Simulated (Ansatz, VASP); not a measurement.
HfO2: VASP beside Ansatz

File INCAR:

```
SYSTEM = HfO2
  PREC = Accurate
  ENCUT = 520
  EDIFF = 1E-7
  ISMEAR = -1
  SIGMA = 0.05
  LREAL = .FALSE.
  LASPH = .TRUE.
  NELM = 60
  ALGO = Normal
  ISIF = 2
  LWAVE = .FALSE.
  LCHARG = .FALSE.
  GGA = PE
  NBANDS = 56
```

The input KPOINTS:

```
Automatic mesh
0
G
  5 8 4
  0 0 0
```

File POSCAR:

```
HfO2
1.0
    5.4812993755      0.0000000000      0.0000000000
    0.0000000000      3.2885428689      0.0000000000
    0.0000000000      0.0000000000      6.4170788850
Hf O
4 8
Direct
    0.7486820000      0.7500000000      0.6078710000
    0.2513180000      0.2500000000      0.3921290000
    0.2486820000      0.7500000000      0.8921290000
    0.7513180000      0.2500000000      0.1078710000
    0.6394990000      0.2500000000      0.4234000000
    0.3605010000      0.7500000000      0.5766000000
    0.1394990000      0.2500000000      0.0766000000
    0.8605010000      0.7500000000      0.9234000000
    0.5207940000      0.2500000000      0.8414530000
    0.4792060000      0.7500000000      0.1585470000
    0.0207940000      0.2500000000      0.6585470000
    0.9792060000      0.7500000000      0.3414530000
```

input.yaml

```yaml
crystal:
  lattice:
    - [5.4812993755, 0.0, 0.0]
    - [0.0, 3.2885428689, 0.0]
    - [0.0, 0.0, 6.417078885]
  atoms:
    - { symbol: Hf, position: [0.748682, 0.75, 0.607871] }
    - { symbol: Hf, position: [0.251318, 0.25, 0.392129] }
    - { symbol: Hf, position: [0.248682, 0.75, 0.892129] }
    - { symbol: Hf, position: [0.751318, 0.25, 0.107871] }
    - { symbol: O, position: [0.639499, 0.25, 0.4234] }
    - { symbol: O, position: [0.360501, 0.75, 0.5766] }
    - { symbol: O, position: [0.139499, 0.25, 0.0766] }
    - { symbol: O, position: [0.860501, 0.75, 0.9234] }
    - { symbol: O, position: [0.520794, 0.25, 0.841453] }
    - { symbol: O, position: [0.479206, 0.75, 0.158547] }
    - { symbol: O, position: [0.020794, 0.25, 0.658547] }
    - { symbol: O, position: [0.979206, 0.75, 0.341453] }
hamiltonian:
  xc: pbe
  pseudopotentials: { kind: paw }
kpoints:
  mp_grid: { grid: [5, 8, 4] }
scf:
  occupations: { method: fermi_dirac, width: 0.05 }
output:
  forces: true
  stress: true
  eigenvalues: true
  write_density: true
  write_potential: true
  elf: true
  volumetric_format: npy
```

Change from the starting cell: volume scaled by 0.96.

Alike in both runs: task single point; functional PBE; k mesh 5 × 8 × 4; occupations fermi-dirac, width 0.05 eV; no spin polarisation.

|  | VASP | Ansatz |
| --- | --- | --- |
| version | VASP 6.6.1 | Ansatz 0.2.0 |
| potentials or method | VASP PAW PBE potentials, release 64 (Hf_pv, O) | Ansatz PAW |
| plane-wave cutoff (eV) | 520 | 420 |
| valence electrons in the cell | 88 | 152 |

Ansatz gave:

```
gap on the k mesh at the Fermi level (eV)       : 3.54
least direct gap on the mesh (eV)               : 3.54
pressure (GPa)                                  : 15.8
largest component of the traceless stress (GPa) : 0.38
rms of the force components (eV/Å)              : 0.149
```

Estimate VASP's values.

gap on the k mesh at the Fermi level (eV): 3.49; least direct gap on the mesh (eV): 3.49; pressure (GPa): 11.7; largest component of the traceless stress (GPa): 0.36; rms of the force components (eV/Å): 0.114.

Atom by atom the forces differ by 0.036 eV/Å (rms over components). One of these differences is far larger than is usual between the two programs; its cause wasn't traced. The two sets of potentials don't hold the same shells in valence.

Caveats: spin-orbit coupling is left out, which moves the levels of the heavy elements; an odd mesh through Γ misses points on the zone boundary, where band edges often lie (VASP); odd divisions of the mesh miss points on the zone boundary, where band edges often lie, so the gap on the mesh can be too wide (Ansatz); the pressure holds a Pulay correction of +1.0 GPa for the finite cutoff (Ansatz).
